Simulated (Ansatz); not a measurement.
Ionic part of the dielectric constant of AlGa$_{3}$As$_{4}$, mode by mode

Method: Ansatz, DFT LDA, scalar-relativistic, plane waves, PAW. Cutoff 420 eV, 6×6×6 k-points (Γ-centred), fixed occupations. No spin polarisation. Phonons by linear response, acoustic sum rule imposed.

Symmetry: P-43m, No. 215, cubic system. The conventional cell has a = 5.610 Å, b = 5.610 Å, c = 5.610 Å, α = 90.00°, β = 90.00°, γ = 90.00°. Al (site symmetry -43m) is surrounded by 4 As at 2.43 Å. Around Ga (site symmetry -42m) lie 4 As at 2.43 Å. Around As (site symmetry 3m) lie 3 Ga at 2.43 Å and 1 Al at 2.43 Å.

The cell was built by swapping an element in a database structure (itself possibly hypothetical) and relaxing; it need not be the stable form of this composition. The run warned that the response to a field isn't converged on this k mesh, and the frequencies, which stand on the same mesh, can be rough too.

The primitive cell has V = 176.59 Å³ and ε∞,xx = 12.754. Each polar mode adds Δε = (4.92064×10⁷/V)·S/ν² along x, with S its oscillator strength in e²/amu, ν in cm⁻¹ and V in Å³.

**Question.** From these modes, find each Δε and ε0,xx.
```json
{"ν (cm⁻¹)": "85.5", "S_xx (e²/amu)": "0.00049"}
{"ν (cm⁻¹)": "241.6", "S_xx (e²/amu)": "0.00416"}
{"ν (cm⁻¹)": "260.1", "S_xx (e²/amu)": "0.3239"}
{"ν (cm⁻¹)": "361.3", "S_xx (e²/amu)": "0.2452"}
```

**Answer.**
```
ν (cm⁻¹)    Δε
    85.5  0.02
   241.6  0.02
   260.1  1.33
   361.3  0.52
```

The sum is 1.896, so ε0,xx = 14.65; the run's tensor has 14.65.

**Question.** Where do the longitudinal modes lie for a wave vector along x?

**Answer.** At 86, 242, 272, 369 cm⁻¹. The Lyddane–Sachs–Teller product Π(ν_LO/ν_TO)² = 1.15 matches ε0/ε∞ = 1.15.

Cost: 1 run of about 24 core-minutes, on Arm Neoverse V1 (shared hosts).

Lattice polarisation adds only modestly to a mainly electronic dielectric constant, as expected for weakly ionic III-V bonding. Nearly all of it comes from two modes, probably the GaAs-like one at 260.1 cm⁻¹ and the AlAs-like one at 361.3 cm⁻¹, separated chiefly by the light mass of Al. That low mass also helps the upper mode keep a sizeable oscillator strength although Al is the minority cation. Its smaller Δε owes more to the inverse-square frequency weighting than to its lower strength. The same weighting lets the mode at 85.5 cm⁻¹ match the contribution of the one at 241.6 cm⁻¹ despite a much smaller strength. Both weak modes are probably zone-boundary vibrations of the parent zinc-blende lattice, folded to Γ by cation order.

The ε∞ of 12.754 is above the accepted values for both GaAs and AlAs, probably because LDA makes the gap too small, with k-point sampling a possible contributor. Such overscreening would also make the LO–TO splittings too small.
